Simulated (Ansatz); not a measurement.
## IrO2 under strain: 17O nuclear quadrupole resonance

Cell: an entry of the Crystallography Open Database (COD), relaxed with PBE at fixed cell and then changed (z stretched by 1 %, ions relaxed).

```xyz
6
Lattice="4.4990 0.0000 0.0000 0.0000 4.4990 0.0000 0.0000 0.0000 3.1775" Properties=species:S:1:pos:R:3 pbc="T T T"
Ir    0.0000    0.0000    0.0000
Ir    2.2495    2.2495    1.5887
O     1.3891    1.3891    0.0000
O     0.8604    3.6386    1.5887
O     3.1099    3.1099    0.0000
O     3.6386    0.8604    1.5887
```

Atoms are numbered from 1 in the order listed; like atoms form one site, named after its first atom.

Method: Kohn–Sham DFT in Ansatz, PBE, plane waves and PAW, scalar-relativistic, collinear spin, 420 eV cutoff, Γ-centred 10×10×15 k-points, Fermi–Dirac smearing 0.05 eV. Start moments as typed (μB): 1 on each Ir, none on the rest.

17O: I = 5/2, Q = -25.58 mb (year-2017 value). Static lattice, zero field.

**Question.** Predict the zero-field 17O lines of each site.

**Answer.** For I = 5/2 and η = 0 the lines are 3|C_Q|/20 and twice that; η pulls their ratio below 2.

| site | atoms | V_zz (10²¹ V/m²) | C_Q (MHz) | η | line frequencies (MHz) |
| --- | --- | --- | --- | --- | --- |
| O | 3, 4, 5, 6 | -9.79 | 6.05 | 0.16 | 0.934, 1.81 |

At O V_zz stands upright on the plane through its three neighbours (within 1°).

The run finds no gap above 0.1 eV (a metal, or nearly one), so the gradients can move by 10 % or more with the k-mesh. Without spin–orbit coupling the gradients at and beside Ir can be off by some per cent, at some sites by more. Semilocal functionals can leave a metal where correlation in the d or f shell opens a gap in the real compound, and that would change the values at and beside Ir. The start moments die out, and the run ends without spin.
